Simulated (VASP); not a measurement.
**InSb in VASP: one cell, several levels of theory**

What does VASP give for InSb built on the zincblende prototype, under +2.0 % biaxial strain in x and y, free along z, the cell held fixed? Runs: PBE, r2SCAN.

Program: VASP 6.6.1. PAW datasets, plane waves. (Simulation; spin polarisation is off.)

### 1 The structure to begin with

The cell comes from an earlier relaxation with r2SCAN in another program, then strained, with the atoms relaxed again.

Space group I-4m2 (No. 119), tetragonal; conventional cell a = 4.731 Å, c = 6.416 Å, 35.89 Å³ an atom. Around In lie 4 Sb at 2.86 Å; around Sb lie 4 In at 2.86 Å.

Structure file:

Space group I-4m2 (No. 119). a = 4.731 Å, b = 4.731 Å, c = 6.416 Å, α = 90.00°, β = 90.00°, γ = 90.00°
```json
{"atom": "In", "site": "2a", "symmetry": "-4m2", "x": "0.0000", "y": "0.0000", "z": "0.0000"}
{"atom": "Sb", "site": "2c", "symmetry": "-4m2", "x": "0.0000", "y": "0.5000", "z": "0.2500"}
```

### 2 PBE

INCAR

```
ENCUT = 520.000000
SIGMA = 0.020000
EDIFF = 1.00e-07
GGA = PE
PREC = Accurate
IBRION = -1
ISIF = 2
ISMEAR = -1
NBANDS = 16
NELM = 120
NSW = 0
LASPH = .TRUE.
LCHARG = .FALSE.
LWAVE = .FALSE.
LREAL = .FALSE.
```

KPOINTS

```
KPOINTS created by Atomic Simulation Environment
0
Gamma
6 6 6
0 0 0
```

KPOINTS_OPT

```
special points
7
Reciprocal
0.0000000000 0.0000000000 0.0000000000 1
-0.5000000000 -0.5000000000 0.0000000000 1
-0.3750000000 -0.3750000000 0.2500000000 1
-0.3750000000 0.0000000000 0.3750000000 1
0.0000000000 0.0000000000 0.5000000000 1
-0.5000000000 -0.2500000000 0.2500000000 1
-0.0226240000 0.0000000000 -0.0226240000 1
```

POSCAR

```
In Sb
 1.0000000000000000
     0.0000000000000000    3.3451032681999999    3.2078164390000001
     3.3451032681999999    0.0000000000000000    3.2078164390000001
     3.3451032681999999    3.3451032681999999    0.0000000000000000
 In  Sb
   1   1
Cartesian
  0.0000000000000000  0.0000000000000000  0.0000000000000000
  1.6725516340999997  1.6725516340999997  1.6039082194999998
```

Potentials: the recommended PBE PAW datasets, 18 valence electrons in the neutral cell.

The run is started by

```console
mpirun -np 1 vasp_std
```

### 3 Single point with r2SCAN

INCAR

```
ENCUT = 520.000000
SIGMA = 0.020000
EDIFF = 1.00e-07
ALGO = Normal
METAGGA = R2SCAN
PREC = Accurate
IBRION = -1
ISIF = 2
ISMEAR = -1
NBANDS = 16
NELM = 120
NSW = 0
LASPH = .TRUE.
LCHARG = .TRUE.
LELF = .TRUE.
LWAVE = .FALSE.
LREAL = .FALSE.
```

KPOINTS is that of step 2.

KPOINTS_OPT is that of step 2.

POSCAR is that of step 2.

What does the calculation give? Wanted: for each run, gap; pressure.

The runs gave:

```
 level  gap (eV)  pressure (GPa)
   PBE      0.00            0.67
r2SCAN      0.02           -0.71
```

**Reading.** The gap runs from 0.00 eV (PBE) to 0.02 eV (r2SCAN). Spin-orbit coupling is left out, though the cell holds Sb (Z = 51); in an element this heavy it can shift bands and gaps by tenths of an eV. At this one volume the pressure spans -0.7 GPa (r2SCAN) to 0.7 GPa (PBE): PBE wants the largest cell and r2SCAN the smallest.
